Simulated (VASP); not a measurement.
# Tb (Fm-3m) in VASP: equation of state

Aim: energy against volume of Tb in PBE, for its equilibrium volume and stiffness.

Everything below comes from runs of VASP 6.6.1. Logs are shortened: lines on timing, memory, paths and dates and some standing lists are left out, and cuts for length are marked.

### Step 1. The structure

The structure is cubic, space group Fm-3m (No. 225). The conventional cell has a = 5.040 Å, b = 5.040 Å, c = 5.040 Å, α = 90.00°, β = 90.00°, γ = 90.00°. Around Tb (site symmetry m-3m) lie 12 Tb at 3.56 Å.

This isn't the form of Tb at room conditions, which is hcp.

### Step 2. Equation of state, PBE, collinear spin, ferromagnetic start, 30.08 Å³/atom (volume scaled by 0.94)

INCAR

```
  PREC = Accurate
  ENCUT = 520
  EDIFF = 1E-7
  ISMEAR = -1
  SIGMA = 0.05
  LREAL = False
  LASPH = True
  NELM = 120
  ALGO = Normal
  ISIF = 2
  LWAVE = False
  LCHARG = False
  ISPIN = 2
  MAGMOM = 6
  LORBIT = 11
  LMAXMIX = 6
  GGA = PE
  NBANDS = 20
```

KPOINTS

```
Automatic mesh
0
Gamma
  9 9 9
```

POSCAR

```
Tb
1.0
    0.0000000000      2.4685227968      2.4685227968
    2.4685227968      0.0000000000      2.4685227968
    2.4685227968      2.4685227968      0.0000000000
Tb
1
Direct
    0.0000000000      0.0000000000      0.0000000000
```

Potentials or basis: VASP PAW PBE potentials, release 64 (Tb).

The run is started by

```bash
$ cat potpaw_PBE.64/Tb/POTCAR > POTCAR
$ mpirun -np 1 vasp_std > vasp.out
```

OUTCAR:

```text
PREC = Accurate
   ENCUT = 520
   EDIFF = 1E-7
   ISMEAR = -1
   LREAL = False
   LASPH = True
   NELM = 120
   ISIF = 2
   ISPIN = 2
   LORBIT = 11
   GGA = PE

 Found     35 irreducible k-points:

 Following reciprocal coordinates:
            Coordinates               Weight
  0.000000  0.000000  0.000000      1.000000
  0.111111  0.000000  0.000000      8.000000
  0.222222  0.000000  0.000000      8.000000
  0.333333  0.000000  0.000000      8.000000
  0.444444  0.000000  0.000000      8.000000
  0.111111  0.111111  0.000000      6.000000
   k-points           NKPTS =     35   k-points in BZ     NKDIM =     35   number of bands    NBANDS=     20
   number of dos      NEDOS =    301   number of ions     NIONS =      1
   total plane-waves  NPLWV =  21952
   dimension x,y,z NGX =    28 NGY =   28 NGZ =   28
   dimension x,y,z NGXF=    56 NGYF=   56 NGZF=   56
   ions per type =               1
   NGX,Y,Z   is equivalent  to a cutoff of  13.33, 13.33, 13.33 a.u.
   NGXF,Y,Z  is equivalent  to a cutoff of  26.67, 26.67, 26.67 a.u.
 SYSTEM =  unknown system
   PREC   = accura    normal or accurate (medium, high low for compatibility)
   ISTART =      0    job   : 0-new  1-cont  2-samecut
   ICHARG =      2    charge: 1-file 2-atom 10-const
   ISPIN  =      2    spin polarized calculation?
   LNONCOLLINEAR =      F non collinear calculations
   LSORBIT =      F    spin-orbit coupling
   LASPH  =      T    aspherical Exc in radial PAW
   ENCUT  =  520.0 eV  38.22 Ry    6.18 a.u.   6.49  6.49  6.49*2*pi/ulx,y,z
   NELM   =    120;   NELMIN=  2; NELMDL= -5     # of ELM steps
   EDIFF  = 0.1E-06   stopping-criterion for ELM
   LREAL  =      F    real-space projection
   EDIFFG = 0.1E-05   stopping-criterion for IOM
   NSW    =      0    number of steps for IOM
   IBRION =     -1    ionic relax: 0-MD 1-quasi-New 2-CG
   NFREE  =      0    steps in history (QN), initial steepest desc. (CG)
   ISIF   =      2    stress and relaxation
   ISYM   =      2    0-nonsym 1-usesym 2-fastsym
   POTIM  = 0.5000    time-step for ionic-motion
   TEBEG  =    0.0;   TEEND  =   0.0 temperature during run
   PSTRESS=    0.0 pullay stress
   NELECT =      19.0000    total number of electrons
   NUPDOWN=      -1.0000    fix difference up-down
   EMIN   =  10.00;   EMAX   =-10.00  energy-range for DOS
   EFERMI =   0.00;   METHOD = LEGACY
   ISMEAR =    -1;   SIGMA  =   0.05  broadening in eV -4-tet -1-fermi 0-gaus
   EFERMI_NEDOS =   21; number of points for ismear=-14 and -15
   IALGO  =     38    algorithm
   IMIX   =      4    mixing-type and parameters
     AMIX     =   0.40;   BMIX     =  1.00
     AMIX_MAG =   1.60;   BMIX_MAG =  1.00
  volume/ion in A,a.u.               =      30.08       203.02
  Fermi-wavevector in a.u.,A,eV,Ry     =   1.404577  2.654266 26.842071  1.972837
  Thomas-Fermi vector in A             =   2.527125
   LORBIT       =     11    0 simple, 1 ext, 2 COOP (PROOUT), +10 PAW based schemes
   GGA     = PE    functional components
   LHFCALC =     F    Hartree Fock is set to
   AEXX    =    0.0000 exact exchange contribution
   IVDW    =     0    specifies the selected vdW correction
   LEPSILON=     F    determine dielectric tensor
   LRPA    =     F    only Hartree local field effects (RPA)
 spin polarized calculation
  energy-cutoff  :      520.00
  volume of cell :       30.08
 maximum number of plane-waves:       869
 NGX is ok and might be reduce to    28
   NGX = 13   NGY = 13   NGZ = 13

 number of electron      19.0000002 magnetization       5.8732426

 Free energy of the ion-electron system (eV)
  ---------------------------------------------------
  ext. energy  EPLUGINS =         0.00000000
  ---------------------------------------------------
  free energy    TOTEN  =        -9.53999232 eV

  energy without entropy =       -9.50018416  energy(sigma->0) =       -9.52008824

 E-fermi :   3.1865     XC(G=0): -10.3912

 val. band max:        3.1823229549   @ k =   0.4444   0.4444   0.0000
 cond. band min:       3.1915425480   @ k =  -0.4444   0.3333   0.1111
 fundamental gap:      0.0092195931
 Fermi energy:         3.1865008599

 spin component 1

 k-point     1 :       0.0000    0.0000    0.0000
  band No.  band energies     occupation
      1     -42.8727      1.00000
      2     -19.0472      1.00000
      3     -19.0472      1.00000
      4     -19.0472      1.00000
      5      -1.8323      1.00000
      6      -0.9736      1.00000
[... 12 lines left out ...]
     19      16.5653      0.00000
     20      16.5653      0.00000

 k-point     2 :       0.1111    0.0000    0.0000
  band No.  band energies     occupation
      1     -42.8634      1.00000
      2     -19.1554      1.00000
      3     -19.0605      1.00000
      4     -19.0605      1.00000
      5      -1.4710      1.00000
      6      -0.9779      1.00000
[... 12 lines left out ...]
     19      15.2533      0.00000
     20      17.2851      0.00000

 k-point     3 :       0.2222    0.0000    0.0000
  band No.  band energies     occupation
      1     -42.8399      1.00000
      2     -19.4198      1.00000
      3     -19.0940      1.00000
      4     -19.0940      1.00000
      5      -0.9915      1.00000
      6      -0.9713      1.00000
[... 12 lines left out ...]
     19      15.9284      0.00000
     20      19.1522      0.00000

 k-point     4 :       0.3333    0.0000    0.0000
  band No.  band energies     occupation
      1     -42.8129      1.00000
      2     -19.7053      1.00000
      3     -19.1319      1.00000
      4     -19.1318      1.00000
      5      -1.0117      1.00000
      6      -1.0117      1.00000
[... 12 lines left out ...]
     19      15.5057      0.00000
     20      19.4038      0.00000

 k-point     5 :       0.4444    0.0000    0.0000
  band No.  band energies     occupation
      1     -42.7952      1.00000
      2     -19.8840      1.00000
      3     -19.1562      1.00000
      4     -19.1562      1.00000
      5      -1.0361      1.00000
      6      -1.0361      1.00000
[... 12 lines left out ...]
     19      13.2620      0.00000
     20      17.3949      0.00000

 k-point     6 :       0.1111    0.1111    0.0000
  band No.  band energies     occupation
      1     -42.8604      1.00000
      2     -19.1529      1.00000
      3     -19.0840      1.00000
      4     -19.0840      1.00000
      5      -1.3505      1.00000
      6      -0.9743      1.00000
[... 12 lines left out ...]
     19      15.7894      0.00000
     20      16.9058      0.00000

 [... further k-points ...]

 spin component 2

 k-point     1 :       0.0000    0.0000    0.0000
  band No.  band energies     occupation
      1     -40.3043      1.00000
      2     -17.1473      1.00000
      3     -17.1473      1.00000
      4     -17.1473      1.00000
      5      -1.4874      1.00000
      6       2.7911      0.99963
[... 12 lines left out ...]
     19      16.9100      0.00000
     20      16.9100      0.00000

 k-point     2 :       0.1111    0.0000    0.0000
  band No.  band energies     occupation
      1     -40.2929      1.00000
      2     -17.2789      1.00000
      3     -17.1628      1.00000
      4     -17.1628      1.00000
      5      -1.1082      1.00000
      6       2.7846      0.99968
[... 12 lines left out ...]
     19      15.5330      0.00000
     20      17.6635      0.00000

 k-point     3 :       0.2222    0.0000    0.0000
  band No.  band energies     occupation
      1     -40.2639      1.00000
      2     -17.5975      1.00000
      3     -17.2021      1.00000
      4     -17.2020      1.00000
      5      -0.1431      1.00000
      6       2.7926      0.99962
[... 12 lines left out ...]
     19      16.4121      0.00000
     20      19.6031      0.00000

 k-point     4 :       0.3333    0.0000    0.0000
  band No.  band energies     occupation
      1     -40.2306      1.00000
      2     -17.9375      1.00000
      3     -17.2461      1.00000
      4     -17.2461      1.00000
      5       0.8546      1.00000
      6       2.8985      0.99686
[... 12 lines left out ...]
     19      16.2998      0.00000
     20      20.1161      0.00000

 k-point     5 :       0.4444    0.0000    0.0000
  band No.  band energies     occupation
      1     -40.2087      1.00000
      2     -18.1484      1.00000
      3     -17.2746      1.00000
      4     -17.2745      1.00000
      5       1.2863      1.00000
      6       2.9929      0.97961
[... 12 lines left out ...]
     19      13.9276      0.00000
     20      18.0554      0.00000

 k-point     6 :       0.1111    0.1111    0.0000
  band No.  band energies     occupation
      1     -40.2891      1.00000
      2     -17.2763      1.00000
      3     -17.1909      1.00000
      4     -17.1909      1.00000
      5      -0.9819      1.00000
      6       2.7795      0.99971
[... 12 lines left out ...]
     19      16.0768      0.00000
     20      17.2687      0.00000

 [... further k-points ...]

------------------------ aborting loop because EDIFF is reached ----------------------------------------

 total charge

# of ion       s       p       d       f       tot
--------------------------------------------------
    1        2.092   5.592   0.556   8.097  16.337

 magnetization (x)

# of ion       s       p       d       f       tot
--------------------------------------------------
    1        0.002  -0.049   0.063   5.697   5.712

  FORCE on cell =-STRESS in cart. coord.  units (eV):
  Direction    XX          YY          ZZ          XY          YZ          ZX
  --------------------------------------------------------------------------------------
  -------------------------------------------------------------------------------------
  Total        0.3540069      0.3540069      0.3540069      0.0000000     -0.0000000     -0.0000000
  in kB       18.8530179     18.8530179     18.8530179      0.0000000     -0.0000000     -0.0000000
  external PRESSURE =      18.8530179 kB  Pullay stress =       0.0000000 kB

 VOLUME and BASIS-vectors are now :
 -----------------------------------------------------------------------------
  energy-cutoff  :      520.00
  volume of cell :       30.08
      direct lattice vectors                 reciprocal lattice vectors
     0.000000000  2.468522797  2.468522797    -0.202550287  0.202550287  0.202550287
     2.468522797  0.000000000  2.468522797     0.202550287 -0.202550287  0.202550287
     2.468522797  2.468522797  0.000000000     0.202550287  0.202550287 -0.202550287

  length of vectors
     3.491018418  3.491018418  3.491018418     0.350827387  0.350827387  0.350827387

 FORCES acting on ions
    electron-ion (+dipol)            ewald-force                    non-local-force                 convergence-correction
 -----------------------------------------------------------------------------------------------
   -.215E-13 -.780E-13 -.668E-13   0.322E-16 0.161E-14 0.311E-14   -.331E-23 -.331E-23 -.331E-23   -.552E-13 -.212E-12 -.897E-13
 -----------------------------------------------------------------------------------------------
   -.215E-13 -.780E-13 -.668E-13   0.322E-16 0.161E-14 0.311E-14   -.331E-23 -.331E-23 -.331E-23   -.552E-13 -.212E-12 -.897E-13

 POSITION                                       TOTAL-FORCE (eV/Angst)
 -----------------------------------------------------------------------------------
      0.00000      0.00000      0.00000        -0.000000      0.000000     -0.000000
 -----------------------------------------------------------------------------------
    total drift:                               -0.000000     -0.000000     -0.000000

--------------------------------------------------------------------------------------------------------

  FREE ENERGIE OF THE ION-ELECTRON SYSTEM (eV)
  ---------------------------------------------------
  free  energy   TOTEN  =        -9.5399923211 eV

  energy  without entropy=       -9.5001841622  energy(sigma->0) =       -9.52008824

--------------------------------------------------------------------------------------------------------

--------------------------------------------------------------------------------------------------------

 total charge

# of ion       s       p       d       f       tot
--------------------------------------------------
    1        2.092   5.592   0.556   8.097  16.337

 magnetization (x)

# of ion       s       p       d       f       tot
--------------------------------------------------
    1        0.002  -0.049   0.063   5.697   5.712

=======================================================================
```

Wall time 1.9 min (1 thread of Intel Xeon Platinum 8488C (Sapphire Rapids), shared host); peak memory 0.21 GiB.

Results:

```yaml
Free_energy: -9.5400 eV
Pressure: 1.9 GPa
Band_gap_on_the_k_mesh: none (metal or under the smearing width)
Net_moment: 5.87 μB per cell
Site_moments: Tb +5.71 μB
Valence_electrons_inside_the_program's_atomic_spheres: Tb 16.34
```

Caveat: the magnetic or orbital state may not be the lowest; spin-orbit coupling is left out, which moves the levels of the heavy elements.

### Step 3. Equation of state, PBE, collinear spin, ferromagnetic start, 30.72 Å³/atom (volume scaled by 0.96)

INCAR

```
SYSTEM = Tb
  PREC = Accurate
  ENCUT = 520
  EDIFF = 1E-7
  ISMEAR = -1
  SIGMA = 0.05
  LREAL = .FALSE.
  LASPH = .TRUE.
  NELM = 150
  ALGO = Normal
  ISIF = 2
  LWAVE = .FALSE.
  LCHARG = .FALSE.
  ISPIN = 2
  MAGMOM = 6
  LORBIT = 11
  LMAXMIX = 6
  GGA = PE
  NBANDS = 20
```

KPOINTS

```
Automatic mesh
0
G
  9 9 9
  0 0 0
```

POSCAR

```
Tb
1.0
    0.0000000000      2.4859073329      2.4859073329
    2.4859073329      0.0000000000      2.4859073329
    2.4859073329      2.4859073329      0.0000000000
Tb
1
Direct
    0.0000000000      0.0000000000      0.0000000000
```

Potentials or basis: VASP PAW PBE potentials, release 64 (Tb).

The run is started by

```bash
$ cat potpaw_PBE.64/Tb/POTCAR > POTCAR
$ mpirun -np 1 vasp_std > vasp.out
```

Wall time 96 s (1 thread of Intel Xeon Platinum 8488C (Sapphire Rapids), shared host); peak memory 0.2 GiB.

Results (log left out):

- Free energy: -9.5465 eV
- Pressure: 1.2 GPa
- Band gap on the k mesh: none (metal or under the smearing width)
- Net moment: 5.87 μB per cell
- Site moments: Tb +5.71 μB
- Valence electrons inside the program's atomic spheres: Tb 16.33

Caveat: the magnetic or orbital state may not be the lowest; spin-orbit coupling is left out, which moves the levels of the heavy elements.

### Step 4. Equation of state, PBE, collinear spin, ferromagnetic start, 31.36 Å³/atom (volume scaled by 0.98)

INCAR

```
PREC = Accurate
ENCUT = 520
EDIFF = 1E-7
ISMEAR = -1
SIGMA = 0.05
LREAL = F
LASPH = T
NELM = 120
ALGO = Normal
ISIF = 2
LWAVE = F
LCHARG = F
ISPIN = 2
MAGMOM = 6
LORBIT = 11
LMAXMIX = 6
GGA = PE
NBANDS = 20
```

KPOINTS

```
Automatic mesh
0
Gamma
  9 9 9
```

POSCAR

```
Tb
1.0
    0.0000000000      2.5030520632      2.5030520632
    2.5030520632      0.0000000000      2.5030520632
    2.5030520632      2.5030520632      0.0000000000
Tb
1
Direct
    0.0000000000      0.0000000000      0.0000000000
```

The run is started by

```bash
$ cat potpaw_PBE.64/Tb/POTCAR > POTCAR
$ mpirun -np 1 vasp_std > vasp.out
```

It took 2 min on 1 thread of Intel Xeon Platinum 8488C (Sapphire Rapids), shared host; peak memory 0.2 GiB.

The run converged. Its results:

| Quantity | Value |
| --- | --- |
| Free energy | -9.5505 eV |
| Pressure | 0.6 GPa |
| Band gap on the k mesh | none (metal or under the smearing width) |
| Net moment | 5.87 μB per cell |
| Site moments | Tb +5.70 μB |
| Valence electrons inside the program's atomic spheres | Tb 16.32 |

Caveat: the magnetic or orbital state may not be the lowest; spin-orbit coupling is left out, which moves the levels of the heavy elements.

### Step 5. Equation of state, PBE, collinear spin, ferromagnetic start, 32.64 Å³/atom (volume scaled by 1.02)

INCAR

```
SYSTEM = Tb
PREC     = Accurate       ! precision mode
ENCUT    = 520            ! plane-wave cutoff, eV
EDIFF    = 1E-7           ! SCF threshold, eV
ISMEAR   = -1             ! smearing method
SIGMA    = 0.05           ! smearing width, eV
LREAL    = .False.        ! projectors in reciprocal space
LASPH    = .True.         ! aspherical terms in the spheres
NELM     = 120            ! most SCF steps
ALGO     = Normal         ! electronic algorithm
ISIF     = 2              ! what is computed and relaxed
LWAVE    = .False.        ! write WAVECAR
LCHARG   = .False.        ! write CHGCAR
ISPIN    = 2              ! spin polarisation
MAGMOM   = 6              ! initial moments
LORBIT   = 11             ! projections on sites
LMAXMIX  = 6              ! l up to which the mixer works
GGA      = PE             ! functional
NBANDS   = 20             ! bands
```

KPOINTS

```
regular mesh
0
Gamma
  9 9 9
  0 0 0
```

POSCAR

```
Tb
1.0
    0.0000000000      2.5366540871      2.5366540871
    2.5366540871      0.0000000000      2.5366540871
    2.5366540871      2.5366540871      0.0000000000
Tb
1
Direct
    0.0000000000      0.0000000000      0.0000000000
```

The run is started by

```bash
$ cat potpaw_PBE.64/Tb/POTCAR > POTCAR
$ mpirun -np 1 vasp_std > vasp.out
```

It took 98 s on 1 thread of Intel Xeon Platinum 8488C (Sapphire Rapids), shared host; peak memory 0.2 GiB.

The run converged. Its results:

* Free energy: -9.5514 eV
* Pressure: -0.5 GPa
* Band gap on the k mesh: none (metal or under the smearing width)
* Net moment: 5.87 μB per cell
* Site moments: Tb +5.69 μB
* Valence electrons inside the program's atomic spheres: Tb 16.31

Caveat: the magnetic or orbital state may not be the lowest; spin-orbit coupling is left out, which moves the levels of the heavy elements.

### Step 6. Equation of state, PBE, collinear spin, ferromagnetic start, 33.28 Å³/atom (volume scaled by 1.04)

INCAR

```
SYSTEM = Tb
  PREC = Accurate
  ENCUT = 520
  EDIFF = 1E-7
  ISMEAR = -1
  SIGMA = 0.05
  LREAL = .FALSE.
  LASPH = .TRUE.
  NELM = 150
  ALGO = Normal
  ISIF = 2
  LWAVE = .FALSE.
  LCHARG = .FALSE.
  ISPIN = 2
  MAGMOM = 6
  LORBIT = 11
  LMAXMIX = 6
  GGA = PE
  NBANDS = 20
```

KPOINTS

```
regular mesh
0
G
  9 9 9
  0 0 0
```

POSCAR

```
Tb
1.0
    0.0000000000      2.5531263284      2.5531263284
    2.5531263284      0.0000000000      2.5531263284
    2.5531263284      2.5531263284      0.0000000000
Tb
1
Direct
    0.0000000000      0.0000000000      0.0000000000
```

Potentials or basis: VASP PAW PBE potentials, release 64 (Tb).

The run is started by

```bash
$ cat potpaw_PBE.64/Tb/POTCAR > POTCAR
$ mpirun -np 1 vasp_std > vasp.out
```

It took 94 s on 1 thread of Intel Xeon Platinum 8488C (Sapphire Rapids), shared host; peak memory 0.21 GiB.

The run converged. Its results:

```yaml
Free_energy: -9.5488 eV
Pressure: -1.0 GPa
Band_gap_on_the_k_mesh: none (metal or under the smearing width)
Net_moment: 5.88 μB per cell
Site_moments: Tb +5.69 μB
Valence_electrons_inside_the_program's_atomic_spheres: Tb 16.30
```

Caveat: the magnetic or orbital state may not be the lowest; spin-orbit coupling is left out, which moves the levels of the heavy elements.

### Step 7. Equation of state, PBE, collinear spin, ferromagnetic start, 33.92 Å³/atom (volume scaled by 1.06)

INCAR is that of step 6.

KPOINTS is that of step 6.

POSCAR

```
Tb
1.0
    0.0000000000      2.5693887180      2.5693887180
    2.5693887180      0.0000000000      2.5693887180
    2.5693887180      2.5693887180      0.0000000000
Tb
1
Direct
    0.0000000000      0.0000000000      0.0000000000
```

The run is started by

```bash
$ cat potpaw_PBE.64/Tb/POTCAR > POTCAR
$ mpirun -np 1 vasp_std > vasp.out
```

It took 99 s on 1 thread of Intel Xeon Platinum 8488C (Sapphire Rapids), shared host; peak memory 0.2 GiB.

The run converged. Its results:

```yaml
Free_energy: -9.5444 eV
Pressure: -1.4 GPa
Band_gap_on_the_k_mesh: none (metal or under the smearing width)
Net_moment: 5.88 μB per cell
Site_moments: Tb +5.68 μB
Valence_electrons_inside_the_program's_atomic_spheres: Tb 16.30
```

Caveat: the magnetic or orbital state may not be the lowest; spin-orbit coupling is left out, which moves the levels of the heavy elements.

### Step 8. Equation of state, PBE, collinear spin, ferromagnetic start

Potentials or basis: VASP PAW PBE potentials, release 64 (Tb).

No new run: the results of the series are fitted here.

What came out:

- Equilibrium volume: 32.13 Å³/atom
- Bulk modulus: 27 GPa
- Pressure derivative of the bulk modulus: 3.8

Energy against volume, from the lowest point:
```tsv
volume (Å³/atom)	energy (meV/atom)
30.084	12.02
30.724	5.47
31.365	1.53
32.005	0.00
32.645	0.65
33.285	3.24
33.925	7.66
```

Caveat: the magnetic or orbital state may not be the lowest; spin-orbit coupling is left out, which moves the levels of the heavy elements.
